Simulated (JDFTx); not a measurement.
# CdTe (F-43m) in JDFTx: reference runs

Aim: a first look at CdTe with PBEsol, on the cell as given.

All numbers are computed with JDFTx 1.7.0 (patched build); they aren't measurements. Logs are shortened: lines on timing, memory, paths and dates and some standing lists are left out, and cuts for length are marked. The log counts tension as positive stress, the text compression.

**The experiment to reproduce.**

A printed reference work, data compilation reports, for a bulk crystal of CdTe at 0 K: band gap 1.607 eV.

How close the calculation comes is told below.

### 1 Starting point

The structure is cubic, space group F-43m (No. 216). The conventional cell has a = 6.410 Å, b = 6.410 Å, c = 6.410 Å, α = 90.00°, β = 90.00°, γ = 90.00°. Around Te (site symmetry -43m) lie 4 Cd at 2.78 Å. Around Cd (site symmetry -43m) lie 4 Te at 2.78 Å.

### 2 Single point, PBEsol

Contents of CdTe.in:

```
lattice \
    0.0000000000     6.0565722294     6.0565722294 \
    6.0565722294     0.0000000000     6.0565722294 \
    6.0565722294     6.0565722294     0.0000000000
coords-type Lattice
ion Te     0.7500000000     0.7500000000     0.7500000000 1
ion Cd     0.0000000000     0.0000000000     0.0000000000 1

ion-species pseudo/Te.upf
ion-species pseudo/Cd.upf
elec-cutoff 51 408
elec-ex-corr gga-PBEsol
kpoint-folding 7 7 7
elec-smearing Fermi 0.0018374661
elec-n-bands 25
electronic-SCF nIterations 100 energyDiffThreshold 1e-09
electronic-minimize nIterations 30 energyDiffThreshold 1e-7
converge-empty-states yes
forces-output-coords Cartesian

dump-name run.$VAR
dump End Ecomponents EigStats BandEigs Kpoints Forces Stress ElecDensity Dtot KEdensity
```

Potentials or basis: PseudoDojo-SR-PBEsol-0.4.1-standard with smoothed tails.

Launch:

```console
$ jdftx -c 1 -i CdTe.in -o CdTe.out
```

What it wrote:

```text
*************** JDFTx 1.7.0 (patched build) ***************

Input parsed successfully to the following command list (including defaults):
[... the input with its defaults ...]

---------- Setting up symmetries ----------

Found 48 point-group symmetries of the bravais lattice
Found 24 space-group symmetries with basis
Applied RMS atom displacement 0 bohrs to make symmetries exact.

---------- Initializing the Grid ----------
R =
[            0      6.05657      6.05657  ]
[      6.05657            0      6.05657  ]
[      6.05657      6.05657            0  ]
unit cell volume = 444.335
G =
[  -0.518708   0.518708   0.518708  ]
[   0.518708  -0.518708   0.518708  ]
[   0.518708   0.518708  -0.518708  ]
Minimum fftbox size, Smin = [  80  80  80  ]
Chosen fftbox size, S = [  80  80  80  ]

---------- Initializing tighter grid for wavefunction operations ----------
R =
[            0      6.05657      6.05657  ]
[      6.05657            0      6.05657  ]
[      6.05657      6.05657            0  ]
unit cell volume = 444.335
G =
[  -0.518708   0.518708   0.518708  ]
[   0.518708  -0.518708   0.518708  ]
[   0.518708   0.518708  -0.518708  ]
Minimum fftbox size, Smin = [  56  56  56  ]
Chosen fftbox size, S = [  56  56  56  ]

---------- Exchange Correlation functional ----------
Initalized PBEsol GGA exchange.
Initalized PBEsol GGA correlation.

---------- Setting up pseudopotentials ----------
Width of ionic core gaussian charges (only for fluid interactions / plotting) set to 0

Reading pseudopotential file 'pseudo/Te.upf':
  'Te' pseudopotential, 'PBESOL' functional
  Generated using ONCVPSP code by D. R. Hamann
  16 valence electrons, 3 orbitals, 6 projectors, 1001 radial grid points, with lMax = 2
    4D    l: 2   occupation: 10.0   eigenvalue: -1.528329
    5S    l: 0   occupation:  2.0   eigenvalue: -0.556831
    5P    l: 1   occupation:  4.0   eigenvalue: -0.219319
  Core radius for overlap checks: 2.04 bohrs.

Reading pseudopotential file 'pseudo/Cd.upf':
  'Cd' pseudopotential, 'PBESOL' functional
  Generated using ONCVPSP code by D. R. Hamann
  20 valence electrons, 4 orbitals, 6 projectors, 1001 radial grid points, with lMax = 2
    4S    l: 0   occupation:  2.0   eigenvalue: -3.888393
    4P    l: 1   occupation:  6.0   eigenvalue: -2.458287
    4D    l: 2   occupation: 10.0   eigenvalue: -0.431057
    5S    l: 0   occupation:  2.0   eigenvalue: -0.209481
  Core radius for overlap checks: 1.32 bohrs.

Initialized 2 species with 2 total atoms.

Folded 1 k-points by 7x7x7 to 343 k-points.

---------- Setting up k-points, bands, fillings ----------
Adding inversion symmetry to k-mesh for non-inversion-symmetric unit cell.
Reduced to 20 k-points under symmetry.
Computing the number of bands and number of electrons
Calculating initial fillings.
nElectrons:  36.000000   nBands: 25   nStates: 20

----- Setting up reduced wavefunction bases (one per k-point) -----
average nbasis = 7728.563 , ideal nbasis = 7729.652

---------- Setting up ewald sum ----------
Optimum gaussian width for ewald sums = 2.750790 bohr.
Real space sum over 1331 unit cells with max indices [  5  5  5  ]
Reciprocal space sum over 2197 terms with max indices [  6  6  6  ]

---------- Allocating electronic variables ----------
Initializing wave functions:  linear combination of atomic orbitals
Note: number of bands (25) exceeds available atomic orbitals (19)
Te pseudo-atom occupations:   s ( 2 )  p ( 4 )  d ( 10 )
Cd pseudo-atom occupations:   s ( 2 2 )  p ( 6 )  d ( 10 )
	FillingsUpdate:  mu: +0.337208108  nElectrons: 36.000000
LCAOMinimize: Iter:   0  F: -261.2308125305890485  |grad|_K:  1.950e-03  alpha:  1.000e+00
	FillingsUpdate:  mu: +0.324728882  nElectrons: 36.000000
LCAOMinimize: Iter:   1  F: -261.2461146858759662  |grad|_K:  5.765e-05  alpha:  6.421e-01  linmin:  1.521e-02  cgtest: -1.302e-01
	FillingsUpdate:  mu: +0.324430590  nElectrons: 36.000000
LCAOMinimize: Iter:   2  F: -261.2461320359219030  |grad|_K:  9.717e-06  alpha:  8.457e-01  linmin:  5.418e-03  cgtest:  1.070e-01
	FillingsUpdate:  mu: +0.324485148  nElectrons: 36.000000
LCAOMinimize: Iter:   3  F: -261.2461324282618307  |grad|_K:  1.165e-06  alpha:  6.664e-01  linmin: -2.796e-05  cgtest:  2.265e-02
	FillingsUpdate:  mu: +0.324490794  nElectrons: 36.000000
LCAOMinimize: Iter:   4  F: -261.2461324354425756  |grad|_K:  6.949e-08  alpha:  8.458e-01  linmin: -4.129e-04  cgtest:  5.259e-04
LCAOMinimize: Converged (|Delta F|<1.000000e-06 for 2 iters).

-------- Electronic minimization -----------
Will mix electronic density at each iteration.
	FillingsUpdate:  mu: +0.324490794  nElectrons: 36.000000
	FillingsUpdate:  mu: +0.317549096  nElectrons: 36.000000
SCF: Cycle:  0   F: -261.314940807904520   dF: -6.881e-02   |Residual|: 9.063e-02   |deigs|: 1.404e-01
	FillingsUpdate:  mu: +0.311366219  nElectrons: 36.000000
SCF: Cycle:  1   F: -261.329570378497010   dF: -1.463e-02   |Residual|: 3.907e-02   |deigs|: 2.232e-02
	FillingsUpdate:  mu: +0.307857369  nElectrons: 36.000000
SCF: Cycle:  2   F: -261.331755303372347   dF: -2.185e-03   |Residual|: 6.918e-03   |deigs|: 1.153e-02
	FillingsUpdate:  mu: +0.308071553  nElectrons: 36.000000
SCF: Cycle:  3   F: -261.331769950283331   dF: -1.465e-05   |Residual|: 2.723e-03   |deigs|: 6.024e-04
	FillingsUpdate:  mu: +0.308420221  nElectrons: 36.000000
SCF: Cycle:  4   F: -261.331774828284267   dF: -4.878e-06   |Residual|: 6.822e-04   |deigs|: 7.156e-04
	FillingsUpdate:  mu: +0.308450327  nElectrons: 36.000000
SCF: Cycle:  5   F: -261.331775648257405   dF: -8.200e-07   |Residual|: 3.303e-04   |deigs|: 8.413e-05
	FillingsUpdate:  mu: +0.308518577  nElectrons: 36.000000
SCF: Cycle:  6   F: -261.331776010047236   dF: -3.618e-07   |Residual|: 1.112e-04   |deigs|: 1.058e-04
	FillingsUpdate:  mu: +0.308514070  nElectrons: 36.000000
SCF: Cycle:  7   F: -261.331776107551093   dF: -9.750e-08   |Residual|: 5.395e-05   |deigs|: 3.015e-05
	FillingsUpdate:  mu: +0.308518717  nElectrons: 36.000000
SCF: Cycle:  8   F: -261.331776137566862   dF: -3.002e-08   |Residual|: 1.221e-05   |deigs|: 2.472e-05
	FillingsUpdate:  mu: +0.308517308  nElectrons: 36.000000
SCF: Cycle:  9   F: -261.331776147814935   dF: -1.025e-08   |Residual|: 1.108e-05   |deigs|: 2.333e-05
	FillingsUpdate:  mu: +0.308516498  nElectrons: 36.000000
SCF: Cycle: 10   F: -261.331776151487873   dF: -3.673e-09   |Residual|: 3.065e-06   |deigs|: 2.183e-05
	FillingsUpdate:  mu: +0.308516429  nElectrons: 36.000000
SCF: Cycle: 11   F: -261.331776152924647   dF: -1.437e-09   |Residual|: 3.511e-06   |deigs|: 2.266e-05
	FillingsUpdate:  mu: +0.308516448  nElectrons: 36.000000
SCF: Cycle: 12   F: -261.331776153533838   dF: -6.092e-10   |Residual|: 1.944e-06   |deigs|: 2.235e-05
	FillingsUpdate:  mu: +0.308516314  nElectrons: 36.000000
SCF: Cycle: 13   F: -261.331776153746205   dF: -2.124e-10   |Residual|: 1.171e-06   |deigs|: 2.368e-05
SCF: Converged (|Delta E|<1.000000e-09 for 2 iters).

Setting wave functions to eigenvectors of Hamiltonian
Converging empty states (this may take a while): |deigs|: 3.555e-04

# Stress tensor in Cartesian coordinates [Eh/a0^3]:
[ -5.85242e-05            0            0  ]
[            0 -5.85242e-05            0  ]
[            0            0 -5.85242e-05  ]

# Ionic positions in lattice coordinates:
ion Te   0.750000000000000   0.750000000000000   0.750000000000000 1
ion Cd   0.000000000000000   0.000000000000000   0.000000000000000 1

# Forces in Cartesian coordinates:
force Te   0.000000000000000  -0.000000000000000  -0.000000000000000 1
force Cd   0.000000000000000   0.000000000000000  -0.000000000000000 1

# Energy components:
   Eewald =     -145.3342091895335102
       EH =       93.7452223650034711
     Eloc =     -272.5983655260703244
      Enl =      -25.5281456022920530
      Exc =      -48.4505841196960745
 Exc_core =       18.5830087154366019
       KE =      118.2512973846011164
-------------------------------------
     Etot =     -261.3317759725507585
       TS =        0.0000001811954548
-------------------------------------
        F =     -261.3317761537462047

IonicMinimize: Iter:   0  F: -261.331776153746205  |grad|_K:       -nan
IonicMinimize: None of the convergence criteria satisfied after 0 iterations.

#--- Lowdin population analysis ---
# oxidation-state Te -0.919
# oxidation-state Cd +1.141

Dumping 'run.eigStats' ...
	eMin: -3.459074 at state 0 ( [ +0.000000 +0.000000 +0.000000 ] spin 0 )
	HOMO: +0.293487 at state 0 ( [ +0.000000 +0.000000 +0.000000 ] spin 0 )
	mu  : +0.308517
	LUMO: +0.321283 at state 0 ( [ +0.000000 +0.000000 +0.000000 ] spin 0 )
	eMax: +0.747768 at state 14 ( [ +0.000000 +0.428571 +0.428571 ] spin 0 )
	HOMO-LUMO gap: +0.027796
	Optical gap  : +0.027796 at state 0 ( [ +0.000000 +0.000000 +0.000000 ] spin 0 )
Done!
[note: the Lowdin charges miss the electrons that lie outside the files' atomic orbitals]
[note: mu as printed may lie anywhere between the filled and the empty levels]
```

Wall time 79 s (1 thread of AMD EPYC 9R45 (Zen 5), shared host); peak memory 0.29 GiB.

Results:

* Free energy: -7111.1999 eV
* Pressure: 1.7 GPa
* Band gap on the k mesh: 0.76 eV, direct

Caveat: spin-orbit coupling is left out, which moves the levels of the heavy elements.

### 3 Comparison with measurements

Step 2. Measured gap of CdTe: 1.607 eV (0 K; a printed reference work, data compilation). This calculation gives 0.76 eV (-0.85 eV). Spin-orbit coupling on Cd, Te is left out. The value is that of PBEsol, without temperature or zero-point motion. Semilocal functionals fall short of measured gaps as a rule.
